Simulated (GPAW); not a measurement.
Crystal: BP.

```
P B
1.0
     0.00000    2.26900    2.26900
     2.26900    0.00000    2.26900
     2.26900    2.26900    0.00000
P B
1 1
Direct
  0.75000 0.75000 0.75000
  0.00000 0.00000 0.00000
```

Base run:

| Quantity | Value |
| --- | --- |
| Program | GPAW 26.7.0 |
| Functional | PBE |
| Potentials or basis | GPAW PAW data sets (gpaw-data 1.2.1) |
| Cutoff | 800 eV |
| Basis | pw |
| k mesh | 10 × 10 × 10 |
| Occupations | fermi-dirac, width 0.05 eV |
| Spin | no spin polarisation |

Its results: band gap on the k mesh 1.24 eV, indirect (least direct gap 3.41 eV); pressure 1.4 GPa.

Question: The run is repeated on the same cell with these changes: functional from PBE to LDA; potentials or basis from GPAW PAW data sets (gpaw-data 1.2.1) to JTH PAW 2.0, LDA. What comes out?

Answer: Band gap on the k mesh 1.19 eV, indirect (least direct gap 3.38 eV); pressure -5.7 GPa.

Caveats: the program truncates these outside data sets (some runs).
